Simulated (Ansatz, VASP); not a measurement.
# AgCl (Chlorargyrite): VASP beside Ansatz

```
Ag Cl
1.0
     0.00000    2.73500    2.73500
     2.73500    0.00000    2.73500
     2.73500    2.73500    0.00000
Ag Cl
1 1
Direct
  0.00000 0.00000 0.00000
  0.50000 0.50000 0.50000
```

Alike in both runs: task single point; functional LDA; k mesh 6 × 6 × 6; occupations gaussian, width 0.1 eV; no spin polarisation.

|  | VASP | Ansatz |
| --- | --- | --- |
| version | VASP 6.6.1 | Ansatz 0.2.0 |
| potentials or method | VASP PAW LDA potentials, release 64 (Ag, Cl) | scalar-relativistic, plane waves, PAW |
| plane-wave cutoff (eV) | 520 | 420 |
| valence electrons in the cell | 18 | 26 |

```csv
,VASP,Ansatz,Ansatz less VASP
gap on the k mesh at the Fermi level (eV),0.64,0.61,-0.028
least direct gap on the mesh (eV),3.12,3.09,-0.028
pressure (GPa),-3.7,-3.8,-0.01
```

The two sets of potentials don't hold the same shells in valence.

A k mesh can miss the band edges.
